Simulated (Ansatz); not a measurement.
## TiGe2N4 monolayer in a perpendicular field

What dipole does a perpendicular field induce in the TiGe2N4 monolayer, and does the gap follow? A positive field points along +c.

Method: plane-wave DFT, PBE-D3(BJ), Ansatz PAW, in Ansatz 0.2.0.

Most raw output is cut from this account.

### Step 1. Set-up

The cell holds 7 atoms: 4 N, 2 Ge and 1 Ti. Its edges and angles: a = 3.020 Å, b = 3.020 Å, c = 45.602 Å, α = 90.0°, β = 90.0°, γ = 120.0°. Vacuum lies along c.

Coordinates:

```xyz
7
Lattice="3.0200 0.0000 0.0000 -1.5100 2.6154 0.0000 0.0000 0.0000 45.6024" Properties=species:S:1:pos:R:3
N     0.0000    0.0000   19.1500
Ge    0.0000    1.7436   19.7378
N     0.0000    1.7436   21.5778
Ti    0.0000    0.0000   22.8012
N     0.0000    1.7436   24.0246
Ge    0.0000    1.7436   25.8646
N     0.0000    0.0000   26.4524
```

### Step 2. Relaxation

The starting cell is a guess, so the in-plane lattice and the atoms are relaxed first, with the slab cut off from its images along the normal.

input.yaml

```yaml
crystal:
  lattice:
    - [3.02, 0.0, 0.0]
    - [-1.51, 2.6153967194, 0.0]
    - [0.0, 0.0, 45.6023765639]
  atoms:
    - { symbol: "N", position: [0.0, 0.0, 0.4199342544] }
    - { symbol: Ge, position: [0.3333333333, 0.6666666667, 0.4328231468] }
    - { symbol: "N", position: [0.3333333333, 0.6666666667, 0.4731719211] }
    - { symbol: Ti, position: [0.0, 0.0, 0.5] }
    - { symbol: "N", position: [0.3333333333, 0.6666666667, 0.5268280789] }
    - { symbol: Ge, position: [0.3333333333, 0.6666666667, 0.5671768532] }
    - { symbol: "N", position: [0.0, 0.0, 0.5800657456] }
  periodic: [true, true, false]
kpoints:
  mp_grid: { grid: [12, 12, 1] }
hamiltonian:
  xc: pbe
  dispersion: d3bj
scf:
  occupations: { method: fermi_dirac, width: 0.05 }
  convergence: { dr2_threshold: 1.0e-09 }
relax:
  f_tol: 0.004
  max_steps: 90
  cell: {}
output:
  write_potential: true
  write_density: true
  volumetric_format: npy
```

Launch:

```bash
$ ansatz run input.yaml --threads 2 --pin off --max-ram 3072MiB --backend cpu --events-out ev --progress --plain --runs-dir out
```

Wall time 2.1 min (2 threads of Intel Xeon Platinum 8375C at 2.90GHz (Ice Lake), shared host); peak memory 0.8 GiB.

The steps of the relaxation:

```
step  energy less that of the first step (eV)  largest force component (eV/Å)  volume (Å³)
   1                                   0.0000                          2.1460       360.19
   2                                  -0.1216                          0.3439       366.97
   3                                  -0.1679                          0.1467       363.86
   4                                  -0.1699                          0.0292       363.89
   5                                  -0.1699                          0.0116       364.13
   6                                  -0.1698                          0.0004       364.18
  7*                                  -0.1726                          0.0005       364.18
   8                                  -0.1725                          0.0001       364.27
  9*                                  -0.1726                          0.0001       364.27
```

Relaxation steps marked * repeat the geometry before them on a plane-wave basis chosen anew for their cell, so energy and pressure can jump there.

Forces are held to the 12 operations that the run works with; a distortion that breaks them can't arise in this run.

```
cell as run  before  after  change
      a (Å)   3.020  3.037  +0.6 %
      b (Å)   3.020  3.037  +0.6 %
```

The atoms that moved most (Å, along periodic axes as changes of fractional coordinates times the final cell, across vacuum about the mean position):

```
atom     dx     dy      dz  length
  N3  0.000  0.000   0.077   0.077
  N5  0.000  0.000  -0.077   0.077
 Ge6  0.000  0.000  -0.041   0.041
 Ge2  0.000  0.000   0.041   0.041
  N7  0.000  0.000  -0.005   0.005
  N1  0.000  0.000   0.005   0.005
```

Final coordinates:

```xyz
7
Lattice="3.0371 0.0000 0.0000 -1.5185 2.6302 0.0000 0.0000 0.0000 45.6024" Properties=species:S:1:pos:R:3
N     0.0000    0.0000   19.1554
Ge    0.0000    1.7534   19.7788
N     0.0000    1.7534   21.6551
Ti    0.0000    0.0000   22.8012
N     0.0000    1.7534   23.9472
Ge    0.0000    1.7534   25.8236
N     0.0000    0.0000   26.4469
```

The lattice constant a goes from 3.020 to 3.037 Å.

### Step 3. Atoms held, field 0

A sawtooth potential applies the field, turning back in the middle of the vacuum. With the dipole correction the typed value is the field outside the slab. The induced dipole is small, so the SCF threshold is tight.

The cell differs from the one that the last finished run ended in (c 45.602 → 25.291 Å).

input.yaml

```yaml
crystal:
  lattice:
    - [3.0370596278, 0.0, 0.0]
    - [-1.5185298139, 2.6301707905, 0.0]
    - [0.0, 0.0, 25.2914786613]
  atoms:
    - { symbol: "N", position: [0.0, 0.0, 0.3558510801] }
    - { symbol: Ge, position: [0.3333333333, 0.6666666667, 0.3804958155] }
    - { symbol: "N", position: [0.3333333333, 0.6666666667, 0.4546860899] }
    - { symbol: Ti, position: [0.0, 0.0, 0.5] }
    - { symbol: "N", position: [0.3333333333, 0.6666666667, 0.5453139101] }
    - { symbol: Ge, position: [0.3333333333, 0.6666666667, 0.6195041845] }
    - { symbol: "N", position: [0.0, 0.0, 0.6441489199] }
kpoints:
  mp_grid: { grid: [18, 18, 1] }
  band_path:
    path: [[0, 0, 0], [0.5, 0, 0], [0.33333333, 0.33333333, 0], [0, 0, 0]]
    npoints: 16
hamiltonian:
  xc: pbe
  dispersion: d3bj
scf:
  occupations: { method: fermi_dirac, width: 0.02585 }
  convergence: { dr2_threshold: 1.0e-10 }
efield:
  axis: 3
  dipole_correction: true
  ramp_position: 0.97
  ramp_width: 0.06
  amplitude: 0
output:
  dos: { projected: true, e_range: [-6, 5] }
  write_potential: true
  write_density: true
  volumetric_format: npy
  elf: true
```

Wall time 29 s (2 threads); peak memory 0.64 GiB; 58 s of CPU time.

Numbers from this step:

```yaml
gap_on_the_k_mesh: 1.310 eV
dipole_along_the_normal: 6.63e-7 e·Å
gap_along_the_path: 1.306 eV
smallest_direct_gap_along_the_path: 1.834 eV
ionisation_energy_upper_face: 6.875 eV
electron_affinity_upper_face: 5.569 eV
gap_the_smaller_of_path_and_mesh: 1.306 eV
```

Running mean over a fixed 2.7 Å (it still follows the layers) of the planar mean; the ramp of the sawtooth is left out. Table of electron's electrostatic potential energy less the Fermi level by z:

```
z (Å)  electron's electrostatic potential energy less the Fermi level (eV)
  3.5                                                                 6.24
  4.0                                                                 6.24
  4.5                                                                 6.24
  5.0                                                                 6.24
  5.5                                                                 6.23
  6.0                                                                 6.22
  6.5                                                                 6.16
  7.0                                                                 5.81
  7.5                                                                 4.00
  8.0                                                                0.106
  8.5                                                                -3.63
  9.0                                                                -6.25
  9.5                                                                -7.29
 10.0                                                                -7.72
 10.5                                                                -6.85
 11.0                                                                -5.65
 11.5                                                                -5.96
 12.0                                                                -7.27
 12.5                                                                -8.67
 13.0                                                                -8.20
 13.5                                                                -6.63
 14.0                                                                -5.67
 14.5                                                                -5.99
 15.0                                                                -7.42
 15.5                                                                -7.60
 16.0                                                                -7.00
 16.5                                                                -5.34
 17.0                                                                -2.19
 17.5                                                                 1.85
 18.0                                                                 5.06
 18.5                                                                 6.02
 19.0                                                                 6.20
 19.5                                                                 6.23
 20.0                                                                 6.24
 20.5                                                                 6.24
 21.0                                                                 6.24
 21.5                                                                 6.24
 22.0                                                                 6.24
```

The density of states has structure finer than the step of the table below, so its rows give means over 0.25 eV, whole bins alone (the curve runs from -6 to 2.66 eV). Peaks (eV: height): -5.120: 9.62, -4.480: 9.81, -4.020: 12.0, -2.250: 13.7, -1.950: 8.56, -1.530: 15.3, 0.700: 16.9.

The density of states by energy, zero at the Fermi level of the run, which the smearing sets inside the gap; means over each step:

```
energy (eV)  density of states (states/eV a cell)
      -5.75                                  2.38
      -5.50                                  3.84
      -5.25                                  2.66
      -5.00                                  3.75
      -4.75                                  2.18
      -4.50                                  4.22
      -4.25                                  3.48
      -4.00                                  7.48
      -3.75                                  2.49
      -3.50                                  2.26
      -3.25                                  3.40
      -3.00                                  2.88
      -2.75                                  2.78
      -2.50                                  3.59
      -2.25                                  7.82
      -2.00                                  5.02
      -1.75                                  5.50
      -1.50                                  6.70
      -1.25                                  3.64
      -1.00                                  2.06
      -0.75                                  2.00
      -0.50                                0.0686
      -0.25                                     0
       0.00                                     0
       0.25                                     0
       0.50                                     0
       0.75                                  5.87
       1.00                                  1.34
       1.25                                 0.739
       1.50                                 0.541
       1.75                                     0
       2.00                                1.6e-4
       2.25                                 0.493
       2.50                                 0.828
```

Projected DOS per atom over height of the atomic layer and energy from the Fermi level. Layers: N Ge N Ti N Ge N from below.

Values in states/eV, 22 rows by 7 columns, each cell a mean:
```
0.00 0.00 0.03 0.68 0.03 0.00 0.00
0.00 0.00 0.00 0.10 0.00 0.00 0.00
0.00 0.00 0.00 0.03 0.00 0.00 0.00
0.04 0.03 0.04 0.68 0.04 0.03 0.04
0.04 0.03 0.14 3.24 0.14 0.03 0.04
0.01 0.00 0.01 0.35 0.01 0.00 0.01
0.00 0.00 0.00 0.00 0.00 0.00 0.00
0.00 0.00 0.00 0.00 0.00 0.00 0.00
0.26 0.01 0.30 0.02 0.30 0.01 0.26
0.70 0.01 0.55 0.18 0.55 0.01 0.70
1.09 0.04 1.44 0.69 1.44 0.04 1.09
0.77 0.08 1.31 0.70 1.31 0.08 0.77
1.06 0.16 1.44 0.90 1.44 0.16 1.06
0.46 0.09 0.65 0.50 0.65 0.09 0.46
0.53 0.15 0.61 0.55 0.61 0.15 0.53
0.54 0.17 0.38 0.38 0.38 0.17 0.54
0.90 0.31 0.80 0.60 0.80 0.31 0.90
0.92 0.38 0.82 0.55 0.82 0.38 0.92
0.53 0.30 0.51 0.31 0.51 0.30 0.53
0.52 0.34 0.59 0.30 0.59 0.34 0.52
0.52 0.36 0.50 0.26 0.50 0.36 0.52
0.39 0.28 0.26 0.13 0.26 0.28 0.39
```
Columns: height of the atomic layer (Å) from 9 to 16.3 (not evenly spaced); rows upwards: energy from the Fermi level (eV) from -5.96 to 2.59.

The electronic bands at the labelled points (eV, zero at the Fermi level of the run, which the smearing sets inside the gap):

```
  point  band 27  band 28  band 29  band 30  band 31  band 32  band 33  band 34
      Γ    -2.16    -1.22    -1.22    -0.82     1.24     2.76     2.91     3.45
halfway    -2.08    -1.96    -1.92    -0.91     0.96     2.99     3.15     3.38
      M    -2.39    -1.74    -1.59    -1.35     0.67     2.95     3.06     3.29
halfway    -2.24    -2.20    -1.53    -1.21     0.78     2.55     3.39     4.05
      K    -2.92    -2.66    -1.48    -0.92     1.02     2.13     3.70     4.12
halfway    -2.28    -1.85    -1.59    -1.02     0.82     3.16     3.26     3.32
      Γ    -2.16    -1.22    -1.22    -0.82     1.24     2.76     2.91     3.45
```

ELF in the ca plane at fractional y = 0.667, with atoms of Ge and N within 0.2 Å of it. It is the smooth field of the valence electrons, not physical close to the nuclei.

Ten even steps from '0' (0.00) to '9' (0.83), each cell a mean:
```
00000000000000000135777531012212212210146776
00000000000000000136777531011112211110146777
00000000000000000023565432357631137752234565
00000000000000000001333223699972389986322332
00000000000000000001220004884683495597300122
00000000000000000001220004883683485487300122
00000000000000000001232123799982399996321332
00000000000000000013565432368741148863234555
```
Columns run along c (16.0 Å, from fractional 0.05 to 0.68 of the cell), rows up along a (3.0 Å). Atoms in or near the plane, at fractional coordinates: Ge at (0.38, 0.33), N at (0.45, 0.33), N at (0.55, 0.33), Ge at (0.62, 0.33).

Electrostatic potential energy in the ca plane at fractional y = 0.667, with atoms of Ge and N within 0.2 Å of it. With pseudopotentials it is smooth inside the atoms' cores, unlike the true potential.

Ten even steps from '0' (-43 eV) to '9' (7 eV), each cell a mean:
```
99999999999998888899987556899988888999999999
99999999999998888899987556899998888999999999
99999999999998766789988777889987678999999999
99999999999987422577547888646863236899999999
99999999999985100263003886001641013799999999
99999999999985100263003886001641003799999999
99999999999986322477337887426752125899999999
99999999999998756789888777889886567899999999
```
Columns run along c (16.0 Å, from fractional 0.16 to 0.79 of the cell; values clipped at the 3rd and 97th percentile), rows up along a (3.0 Å). Atoms in or near the plane, at fractional coordinates: Ge at (0.38, 0.33), N at (0.45, 0.33), N at (0.55, 0.33), Ge at (0.62, 0.33).

Valence density in the ca plane at fractional y = 0.667, with atoms of Ge and N within 0.2 Å of it. It is the smooth field of the valence electrons, not physical close to the nuclei.

Ten steps, logarithmic in the rise over the least value, from '0' (0 e/Å³) to '9' (33 e/Å³), each cell a mean:
```
00000000000011211000011121100001121100000000
00000000000011211000001121100001122100000000
00000000000001221101111111111111121100000000
00000000000001244212332112332223432100000000
00000000000002598423553213454337973100000000
00000000000002698424554213454337973100000000
00000000000001354222342112343223542100000000
00000000000001221111121111221111221100000000
```
Columns run along c (16.0 Å, from fractional 0.16 to 0.79 of the cell), rows up along a (3.0 Å). Atoms in or near the plane, at fractional coordinates: Ge at (0.38, 0.33), N at (0.45, 0.33), N at (0.55, 0.33), Ge at (0.62, 0.33).

The gap is 1.31 eV, with the valence edge 6.87 eV and the conduction edge 5.57 eV under the upper vacuum level.

### Step 4. Atoms held, field 0.1 V/Å

input.yaml, as its differences from that of step 3:

```diff
@@ -29,5 +29,4 @@
   ramp_width: 0.06
-  amplitude: 0
+  amplitude: 0.1
 output:
-  dos: { projected: true, e_range: [-6, 5] }
   write_potential: true
@@ -35,2 +34 @@
   volumetric_format: npy
-  elf: true
```

Wall time 35 s (2 threads); peak memory 0.65 GiB.

The dipole is 0.0367 e·Å, and the gap 1.305 eV.

[end of part 1 of 2]

[Logs are printed without paths, hosts, clocks, repeated set-up lines and the standing remarks that a program may print on its own settings, such as how far it seeks lower states.]

[Hosts, paths, dates, database ids (printed as entryN), source tags and the programs' standing remarks are cut or masked in the printed files.]

[Maps of the electrostatic potential energy from Ansatz leave out the sawtooth potential of an applied field or a dipole correction, so their vacuum need not be flat; planar profiles and work functions include it.]

[The density of states shown here was stored with 400 of the rows of the run's finer table, so its peaks can read low, often by over a quarter, or be missed, and its means over a window can be off by a tenth or more.]
